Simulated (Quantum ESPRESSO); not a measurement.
Input of a Quantum ESPRESSO 7.5 run:

The input pw.in:

```
&CONTROL
  calculation = 'vc-relax'
  prefix = 'pwscf'
  outdir = './tmp'
  pseudo_dir = './pseudo'
  tprnfor = .true.
  tstress = .true.
  disk_io = 'low'
  nstep = 40
  forc_conv_thr = 0.0004
  etot_conv_thr = 1d-05
/
&SYSTEM
  ibrav = 0
  A = 4.25678282
  nat = 2
  ntyp = 2
  ecutwfc = 69
  ecutrho = 552
  nbnd = 16
  input_dft = 'pz'
  occupations = 'smearing'
  smearing = 'fd'
  degauss = 0.00367493
/
&ELECTRONS
  conv_thr = 4d-10
  electron_maxstep = 120
  mixing_beta = 0.5
/
&IONS
  ion_dynamics = 'bfgs'
/
&CELL
  cell_dynamics = 'bfgs'
  press = 20
  press_conv_thr = 0.3
/
ATOMIC_SPECIES
Sn   118.7100 Sn_pbe_v1.uspp.F.UPF
Se    78.9710 Se_pbe_v1.uspp.F.UPF
CELL_PARAMETERS alat
   0.0000000000    0.7071067816    0.7071067816
   0.7071067816    0.0000000000    0.7071067816
   0.7071067816    0.7071067816    0.0000000000
ATOMIC_POSITIONS alat
Sn     0.0000000000    0.0000000000    0.0000000000
Se     0.7071067816    0.7071067816    0.7071067816
K_POINTS automatic
8 8 8 0 0 0
```

Potentials or basis: SSSP 1.3 efficiency PBE.

Launch:

```console
$ OMP_NUM_THREADS=1 pw.x -in pw.in > pw.out
```

**Question.** Estimate the band gap on the k mesh.

**Answer.** 0.73 eV, indirect (least direct gap 0.93 eV).

**Question.** Estimate the space group after relaxing (to 0.05 Å).

**Answer.** Fm-3m (No. 225).

Final structure:
```cif
data_structure
_symmetry_space_group_name_H-M 'P 1'
_symmetry_Int_Tables_number 1
_cell_length_a 4.1266
_cell_length_b 4.1266
_cell_length_c 4.1266
_cell_angle_alpha 60.000
_cell_angle_beta 60.000
_cell_angle_gamma 60.000
_cell_volume 49.69
loop_
_atom_site_label
_atom_site_type_symbol
_atom_site_fract_x
_atom_site_fract_y
_atom_site_fract_z
_atom_site_occupancy
Sn1 Sn 0.00000 0.00000 0.00000 1
Se1 Se 0.50000 0.50000 0.50000 1
```

Caveat: spin-orbit coupling is left out, which moves the levels of the heavy elements. Zero-point motion and thermal expansion aren't in these numbers.
